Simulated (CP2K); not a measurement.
## HfC under changes of volume

One of the cells (12.568 Å³/atom); the others are scaled copies at fixed shape and fractional positions:

```
CELL_PARAMETERS angstrom
3.28805 0.00000 0.00000
1.64402 2.84753 0.00000
1.64402 0.94918 2.68468
ATOMIC_POSITIONS crystal
Hf 0.50000 0.50000 0.50000
C 0.00000 0.00000 0.00000
```

| Property | Result |
| --- | --- |
| Program | CP2K 2026.2 |
| Functional | LDA |
| Potentials or basis | GTH_POTENTIALS Hf GTH-PADE-q12, C GTH-PADE-q4; TZVP-MOLOPT-PBE-GTH basis |
| Density cutoff | 6123 eV |
| k mesh | 10 × 10 × 10 |
| Occupations | fermi-dirac, width 0.1 eV |
| Spin | no spin polarisation |

```csv
volume (Å³/atom),energy over the lowest point (meV/atom),pressure (GPa)
11.814,0.00,-39.5
12.065,?,?
12.317,136.50,-47.0
12.568,211.81,-49.4
12.819,289.88,-51.4
13.071,372.10,-52.4
13.322,455.03,-53.3
```

Problem. What does the run at 12.065 Å³/atom give?

Solution. Energy over the lowest point 65.46 meV/atom; pressure -43.7 GPa.

Worked out: A Birch-Murnaghan fit of order 3 (a polynomial in V^(-2/3)) to the other rows has no minimum within the range. It gives 65.43 meV/atom at 12.065 Å³/atom, against the run's 65.46, and -dE/dV = -43.6 GPa, against -43.7.

Energies are extrapolated to zero smearing.

Caveats: the basis of atomic orbitals isn't converged, which shifts pressures, moduli and gaps.
